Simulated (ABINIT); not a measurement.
Input of an ABINIT 10.8.3 (patched build) run:

run.abi

```
# Datasets: one volume each
ndtset 7
getwfk -1
scalecart1 3*0.9795861087
scalecart2 3*0.9864848297
scalecart3 3*0.9932883884
scalecart4 3*1.0000000000
scalecart5 3*1.0066227096
scalecart6 3*1.0131594038
scalecart7 3*1.0196128224

# Pseudopotentials
pp_dirpath "./"
pseudos "In.LDA_PW-JTH_sp.xml, P.LDA_PW-JTH.xml"

# Structure
acell 3*1.0 Angstrom
rprim
     0.0000000000     2.9305000000     2.9305000000
     2.9305000000     0.0000000000     2.9305000000
     2.9305000000     2.9305000000     0.0000000000
ntypat 2
znucl 49 15
natom 2
typat 1 2
xred
     0.0000000000     0.0000000000     0.0000000000
     0.7500000000     0.7500000000     0.7500000000

# Plane-wave basis
ecut 544.227725 eV
pawecutdg 40.0

# k points
kptopt 1
ngkpt 8 8 8
nshiftk 1
shiftk 0.0 0.0 0.0

# Exchange and correlation
ixc 1

# Bands and occupations
nband 8
occopt 3
tsmear 0.05 eV

# SCF cycle
nstep 100
tolvrs 1.0e-9

# Output
iomode 3
prtwf 1
prtden 0
prteig 0
prtebands 0
enunit 2
```

Potentials or basis: JTH PAW LDA v2.0 sp.

The run is started by

```sh
$ abinit run.abi > log 2>&1
```

(1) Estimate the equilibrium volume.

(2) Predict the pressure derivative of the bulk modulus.

## Answers

(1) 25.58 Å³/atom.

(2) 4.8.

Caveat: pressures at fixed basis lie under the slope of the energies; this set keeps more shells in the core, which shifts pressures and gaps.

**Experimental background.**

From a printed reference work, data compilation, for a bulk crystal of InP: bulk modulus 71 GPa.

Against the measured bulk modulus of InP, 71 GPa (a printed reference work, data compilation), the calculated 72 GPa is off by +1.8 %. The fit is for a static lattice scaled at fixed shape and fixed fractional positions.
